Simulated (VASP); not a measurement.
# GaSb (F-43m) in VASP: single point with PBE

Aim: the single point of GaSb with PBE.

Program: VASP 6.6.1. These are calculated values, not measurements. Logs are shortened: lines on timing, memory, paths and dates and some standing lists are left out, and cuts for length are marked.

**Experimental background.**

A printed reference work, data compilation reports, for a bulk crystal of GaSb at 4.2 K: band gap 0.811 eV (direct).

The runs below are set against these values where they give the same quantity.

### 1 The cell of the first run

It takes space group F-43m (No. 216, cubic). The conventional cell has a = 6.118 Å, b = 6.118 Å, c = 6.118 Å, α = 90.00°, β = 90.00°, γ = 90.00°. Ga (site symmetry -43m) has 4 Sb at 2.65 Å within 3.5 Å. Within 3.5 Å of Sb (site symmetry -43m) lie 4 Ga at 2.65 Å.

### 2 Single point, PBE

INCAR

```
SYSTEM = GaSb
PREC = Accurate ; ENCUT = 500
EDIFF = 1E-6 ; ISMEAR = 0
SIGMA = 0.01 ; LREAL = .FALSE.
LASPH = .TRUE. ; NELM = 120
ALGO = Normal ; ISIF = 2
LWAVE = .FALSE. ; LCHARG = .FALSE.
GGA = PE ; NBANDS = 16
GGA_COMPAT = .FALSE.
```

KPOINTS

```
regular mesh
0
G
  5 5 5
  0 0 0
```

POSCAR

```
GaSb
1.0
    4.3260790000      0.0000000000      0.0000000000
    2.1630395000      3.7464943128      0.0000000000
    2.1630395000      1.2488314376      3.5322287123
Ga Sb
1 1
Direct
    0.0000000000      0.0000000000      0.0000000000
    0.2500000000      0.2500000000      0.2500000000
```

Potentials or basis: VASP PAW PBE potentials, release 64 (Ga_d, Sb).

Launch:

```
$ cat potpaw_PBE.64/Ga_d/POTCAR potpaw_PBE.64/Sb/POTCAR > POTCAR
$ mpirun -np 1 vasp_std > vasp.out
```

OUTCAR:

```text
SYSTEM = GaSb
   PREC = Accurate
   ENCUT = 500
   EDIFF = 1E-6
   ISMEAR = 0
   LREAL = .FALSE.
   LASPH = .TRUE.
   NELM = 120
   ISIF = 2
   GGA = PE

 ion  position               nearest neighbor table
   1  0.000  0.000  0.000-   2 2.65   2 2.65   2 2.65   2 2.65
   2  0.250  0.250  0.250-   1 2.65   1 2.65   1 2.65   1 2.65

  LATTYP: Found a face centered cubic cell.
 ALAT       =     6.1179995937

  Lattice vectors:

 A1 = (   4.3260790000,   0.0000000000,   0.0000000000)
 A2 = (   2.1630395000,   3.7464943128,   0.0000000000)
 A3 = (   2.1630395000,   1.2488314376,   3.5322287123)

Analysis of symmetry for initial positions (statically):
=====================================================================
 Subroutine PRICEL returns:
 Original cell was already a primitive cell.

 Routine SETGRP: Setting up the symmetry group for a
 face centered cubic supercell.

 Subroutine GETGRP returns: Found 24 space group operations
 (whereof 24 operations were pure point group operations)
 out of a pool of 48 trial point group operations.

The static configuration has the point symmetry T_d .

Analysis of symmetry for dynamics (positions and initial velocities):
=====================================================================
 Subroutine PRICEL returns:
 Original cell was already a primitive cell.

 Routine SETGRP: Setting up the symmetry group for a
 face centered cubic supercell.

 Subroutine GETGRP returns: Found 24 space group operations
 (whereof 24 operations were pure point group operations)
 out of a pool of 48 trial point group operations.

The dynamic configuration has the point symmetry T_d .

 Subroutine INISYM returns: Found 24 space group operations
 (whereof 24 operations are pure point group operations),
 and found     1 'primitive' translations

----------------------------------------------------------------------------------------

                                     Primitive cell

  volume of cell :      57.2491

  direct lattice vectors                    reciprocal lattice vectors
     4.326079000  0.000000000  0.000000000     0.231156204 -0.133458097 -0.094369125
     2.163039500  3.746494313  0.000000000     0.000000000  0.266916193 -0.094369125
     2.163039500  1.248831438  3.532228712     0.000000000  0.000000000  0.283107375

  length of vectors
     4.326079000  4.326079000  4.326079000     0.283107375  0.283107375  0.283107375

  position of ions in fractional coordinates (direct lattice)
     0.000000000  0.000000000  0.000000000
     0.250000000  0.250000000  0.250000000

  ion indices of the primitive-cell ions
   primitive index   ion index
                 1           1
                 2           2

----------------------------------------------------------------------------------------

 KPOINTS: regular mesh

Automatic generation of k-mesh.
 Grid dimensions read from file:
 generate k-points for:    5    5    5

 Generating k-lattice:

  Cartesian coordinates                     Fractional coordinates (reciprocal lattice)
     0.046231241 -0.026691619 -0.018873825     0.200000000  0.000000000 -0.000000000
     0.000000000  0.053383239 -0.018873825     0.000000000  0.200000000  0.000000000
     0.000000000  0.000000000  0.056621475     0.000000000  0.000000000  0.200000000

  Length of vectors
     0.056621475  0.056621475  0.056621475

  Shift w.r.t. Gamma in fractional coordinates (k-lattice)
     0.000000000  0.000000000  0.000000000

 Subroutine IBZKPT returns following result:
 ===========================================

 Found     10 irreducible k-points:

 Following reciprocal coordinates:
            Coordinates               Weight
  0.000000  0.000000  0.000000      1.000000
  0.200000 -0.000000  0.000000      8.000000
  0.400000 -0.000000  0.000000      8.000000
  0.200000  0.200000  0.000000      6.000000
  0.400000  0.200000 -0.000000     24.000000
 -0.400000  0.200000 -0.000000     24.000000
 -0.200000  0.200000 -0.000000     12.000000
  0.400000  0.400000  0.000000      6.000000
 -0.400000  0.400000 -0.000000     12.000000
 -0.400000  0.400000  0.200000     24.000000
   k-points           NKPTS =     10   k-points in BZ     NKDIM =     10   number of bands    NBANDS=     16
   number of dos      NEDOS =    301   number of ions     NIONS =      2
   total plane-waves  NPLWV =  32768
   dimension x,y,z NGX =    32 NGY =   32 NGZ =   32
   dimension x,y,z NGXF=    64 NGYF=   64 NGZF=   64
   ions per type =               1   1
   NGX,Y,Z   is equivalent  to a cutoff of  12.30, 12.30, 12.30 a.u.
   NGXF,Y,Z  is equivalent  to a cutoff of  24.59, 24.59, 24.59 a.u.
 SYSTEM =  GaSb
   PREC   = accura    normal or accurate (medium, high low for compatibility)
   ISTART =      0    job   : 0-new  1-cont  2-samecut
   ICHARG =      2    charge: 1-file 2-atom 10-const
   ISPIN  =      1    spin polarized calculation?
   LNONCOLLINEAR =      F non collinear calculations
   LSORBIT =      F    spin-orbit coupling
   LASPH  =      T    aspherical Exc in radial PAW
   ENCUT  =  500.0 eV  36.75 Ry    6.06 a.u.   7.89  7.89  7.89*2*pi/ulx,y,z
   NELM   =    120;   NELMIN=  2; NELMDL= -5     # of ELM steps
   EDIFF  = 0.1E-05   stopping-criterion for ELM
   LREAL  =      F    real-space projection
   EDIFFG = 0.1E-04   stopping-criterion for IOM
   NSW    =      0    number of steps for IOM
   IBRION =     -1    ionic relax: 0-MD 1-quasi-New 2-CG
   NFREE  =      0    steps in history (QN), initial steepest desc. (CG)
   ISIF   =      2    stress and relaxation
   ISYM   =      2    0-nonsym 1-usesym 2-fastsym
   POTIM  = 0.5000    time-step for ionic-motion
   TEBEG  =    0.0;   TEEND  =   0.0 temperature during run
   PSTRESS=    0.0 pullay stress
   NELECT =      18.0000    total number of electrons
   NUPDOWN=      -1.0000    fix difference up-down
   EMIN   =  10.00;   EMAX   =-10.00  energy-range for DOS
   EFERMI =   0.00;   METHOD = LEGACY
   ISMEAR =     0;   SIGMA  =   0.01  broadening in eV -4-tet -1-fermi 0-gaus
   EFERMI_NEDOS =   21; number of points for ismear=-14 and -15
   IALGO  =     38    algorithm
   IMIX   =      4    mixing-type and parameters
     AMIX     =   0.40;   BMIX     =  1.00
     AMIX_MAG =   1.60;   BMIX_MAG =  1.00
  volume/ion in A,a.u.               =      28.62       193.17
  Fermi-wavevector in a.u.,A,eV,Ry     =   1.113208  2.103658 16.860768  1.239231
  Thomas-Fermi vector in A             =   2.249790
   LORBIT       =      0    0 simple, 1 ext, 2 COOP (PROOUT), +10 PAW based schemes
   GGA     = PE    functional components
   LHFCALC =     F    Hartree Fock is set to
   AEXX    =    0.0000 exact exchange contribution
   IVDW    =     0    specifies the selected vdW correction
   LEPSILON=     F    determine dielectric tensor
   LRPA    =     F    only Hartree local field effects (RPA)
 non-spin polarized calculation
 Gauss-broadening in eV      SIGMA  =   0.01
  energy-cutoff  :      500.00
  volume of cell :       57.25
 maximum number of plane-waves:      1470
   NGX = 15   NGY = 15   NGZ = 15

 number of electron      17.9999986 magnetization

 Free energy of the ion-electron system (eV)
  ---------------------------------------------------
  ext. energy  EPLUGINS =         0.00000000
  ---------------------------------------------------
  free energy    TOTEN  =        -7.27768186 eV

  energy without entropy =       -7.27767005  energy(sigma->0) =       -7.27767595

 E-fermi :   4.9056     XC(G=0):  -9.0764

 val. band max:        4.8880993705   @ k =   0.0000   0.0000   0.0000
 cond. band min:       4.9201223605   @ k =   0.0000   0.0000   0.0000
 fundamental gap:      0.0320229900
 Fermi energy:         4.9055991518

 k-point     1 :       0.0000    0.0000    0.0000
  band No.  band energies     occupation
      1     -10.1698      2.00000
      2     -10.1698      2.00000
      3     -10.1698      2.00000
      4     -10.1206      2.00000
      5     -10.1206      2.00000
      6      -6.5888      2.00000
      7       4.8881      1.98667
      8       4.8881      1.98667
      9       4.8881      1.98667
     10       4.9201      0.03999
     11       7.6527      0.00000
     12       7.6527      0.00000
     13       7.6527      0.00000
     14      10.6989      0.00000
     15      13.4708      0.00000
     16      13.4708      0.00000

 k-point     2 :       0.2000   -0.0000    0.0000
  band No.  band energies     occupation
      1     -10.1794      2.00000
      2     -10.1657      2.00000
      3     -10.1657      2.00000
      4     -10.1210      2.00000
      5     -10.1210      2.00000
      6      -6.1867      2.00000
      7       1.6365      2.00000
      8       4.3609      2.00000
      9       4.3609      2.00000
     10       5.8243      0.00000
     11       8.3429      0.00000
     12       8.3429      0.00000
     13       9.3177      0.00000
     14      12.1098      0.00000
     15      12.4120      0.00000
     16      12.4120      0.00000

 k-point     3 :       0.4000   -0.0000    0.0000
  band No.  band energies     occupation
      1     -10.1945      2.00000
      2     -10.1600      2.00000
      3     -10.1600      2.00000
      4     -10.1206      2.00000
      5     -10.1205      2.00000
      6      -5.2211      2.00000
      7      -1.0084      2.00000
      8       3.8072      2.00000
      9       3.8072      2.00000
     10       5.3556      0.00000
     11       8.6458      0.00000
     12       8.6458      0.00000
     13      11.4508      0.00000
     14      12.7826      0.00000
     15      13.7185      0.00000
     16      13.7185      0.00000

 k-point     4 :       0.2000    0.2000    0.0000
  band No.  band energies     occupation
      1     -10.1866      2.00000
      2     -10.1615      2.00000
      3     -10.1615      2.00000
      4     -10.1241      2.00000
      5     -10.1192      2.00000
      6      -6.0474      2.00000
      7       1.6081      2.00000
      8       3.5910      2.00000
      9       3.5910      2.00000
     10       6.3825      0.00000
     11       7.6959      0.00000
     12       9.6371      0.00000
     13       9.6371      0.00000
     14      11.1047      0.00000
     15      13.0404      0.00000
     16      13.9835      0.00000

 k-point     5 :       0.4000    0.2000   -0.0000
  band No.  band energies     occupation
      1     -10.1988      2.00000
      2     -10.1564      2.00000
      3     -10.1551      2.00000
      4     -10.1256      2.00000
      5     -10.1187      2.00000
      6      -5.2161      2.00000
      7      -0.4740      2.00000
      8       2.5049      2.00000
      9       3.0940      2.00000
     10       6.6138      0.00000
     11       8.2492      0.00000
     12       9.6878      0.00000
     13      10.2781      0.00000
     14      13.6720      0.00000
     15      14.0510      0.00000
     16      14.7819      0.00000

 k-point     6 :      -0.4000    0.2000   -0.0000
  band No.  band energies     occupation
      1     -10.2010      2.00000
      2     -10.1561      2.00000
      3     -10.1548      2.00000
      4     -10.1228      2.00000
      5     -10.1208      2.00000
      6      -4.6921      2.00000
      7      -1.3984      2.00000
      8       1.8139      2.00000
      9       3.3151      2.00000
     10       6.6586      0.00000
     11       8.9399      0.00000
     12       9.7405      0.00000
     13      11.5741      0.00000
     14      12.4867      0.00000
     15      13.3274      0.00000
     16      14.4346      0.00000

 k-point     7 :      -0.2000    0.2000   -0.0000
  band No.  band energies     occupation
      1     -10.1911      2.00000
      2     -10.1610      2.00000
      3     -10.1593      2.00000
      4     -10.1225      2.00000
      5     -10.1206      2.00000
      6      -5.5649      2.00000
      7       0.1850      2.00000
      8       2.3166      2.00000
      9       4.0827      2.00000
     10       6.8570      0.00000
     11       8.8118      0.00000
     12       8.9914      0.00000
     13       9.7216      0.00000
     14      11.6549      0.00000
     15      13.7314      0.00000
     16      14.2121      0.00000

 k-point     8 :       0.4000    0.4000    0.0000
  band No.  band energies     occupation
      1     -10.2105      2.00000
      2     -10.1477      2.00000
      3     -10.1477      2.00000
      4     -10.1312      2.00000
      5     -10.1169      2.00000
      6      -4.6227      2.00000
      7      -1.2558      2.00000
      8       2.4602      2.00000
      9       2.4602      2.00000
     10       5.7525      0.00000
     11       6.5145      0.00000
     12      12.6520      0.00000
     13      12.6520      0.00000
     14      13.6379      0.00000
     15      15.5179      0.00000
     16      16.1850      0.00000

 k-point     9 :      -0.4000    0.4000   -0.0000
  band No.  band energies     occupation
      1     -10.2103      2.00000
      2     -10.1493      2.00000
      3     -10.1474      2.00000
      4     -10.1292      2.00000
      5     -10.1182      2.00000
      6      -4.1443      2.00000
      7      -1.8298      2.00000
      8       1.4543      2.00000
      9       2.5578      2.00000
     10       6.1702      0.00000
     11       7.9462      0.00000
     12      11.9524      0.00000
     13      12.1779      0.00000
     14      13.0101      0.00000
     15      14.1859      0.00000
     16      16.7967      0.00000

 k-point    10 :      -0.4000    0.4000    0.2000
  band No.  band energies     occupation
      1     -10.2058      2.00000
      2     -10.1538      2.00000
      3     -10.1491      2.00000
      4     -10.1265      2.00000
      5     -10.1197      2.00000
      6      -4.4120      2.00000
      7      -1.4599      2.00000
      8       1.4980      2.00000
      9       2.3415      2.00000
     10       7.9349      0.00000
     11       8.4296      0.00000
     12       9.1187      0.00000
     13      11.6854      0.00000
     14      13.1532      0.00000
     15      14.2726      0.00000
     16      16.6326      0.00000

------------------------ aborting loop because EDIFF is reached ----------------------------------------

  FORCE on cell =-STRESS in cart. coord.  units (eV):
  Direction    XX          YY          ZZ          XY          YZ          ZX
  --------------------------------------------------------------------------------------
  -------------------------------------------------------------------------------------
  Total        0.8490736      0.8490736      0.8490736     -0.0000000     -0.0000000     -0.0000000
  in kB       23.7622524     23.7622524     23.7622524     -0.0000000     -0.0000000     -0.0000000
  external PRESSURE =      23.7622524 kB  Pullay stress =       0.0000000 kB

 VOLUME and BASIS-vectors are now :
 -----------------------------------------------------------------------------
  energy-cutoff  :      500.00
  volume of cell :       57.25
      direct lattice vectors                 reciprocal lattice vectors
     4.326079000  0.000000000  0.000000000     0.231156204 -0.133458097 -0.094369125
     2.163039500  3.746494313  0.000000000     0.000000000  0.266916193 -0.094369125
     2.163039500  1.248831438  3.532228712     0.000000000  0.000000000  0.283107375

 POSITION                                       TOTAL-FORCE (eV/Angst)
 -----------------------------------------------------------------------------------
      0.00000      0.00000      0.00000         0.000000      0.000000     -0.000000
      2.16304      1.24883      0.88306        -0.000000     -0.000000      0.000000
 -----------------------------------------------------------------------------------
    total drift:                                0.000001      0.000001      0.000000

  FREE ENERGIE OF THE ION-ELECTRON SYSTEM (eV)
  ---------------------------------------------------
  free  energy   TOTEN  =        -7.2776818591 eV

  energy  without entropy=       -7.2776700497  energy(sigma->0) =       -7.27767595
```

Wall time 5.3 s (1 thread of AMD EPYC 9R45 (Zen 5), shared host); peak memory 0.14 GiB.

What came out:

```
Free energy            : -7.2777 eV
Pressure               : 2.4 GPa
Band gap on the k mesh : 0.03 eV, direct
```

Caveat: spin-orbit coupling is left out, which moves the levels of the heavy elements.

### 3 How close it comes

Step 2. Measured gap of GaSb: 0.811 eV (direct; 4.2 K; a printed reference work, data compilation). This calculation gives 0.03 eV (-0.78 eV). Spin-orbit coupling on Ga, Sb is left out. The value is that of PBE on a finite k mesh, which can miss the band edges, without temperature or zero-point motion. Semilocal functionals fall short of measured gaps as a rule.
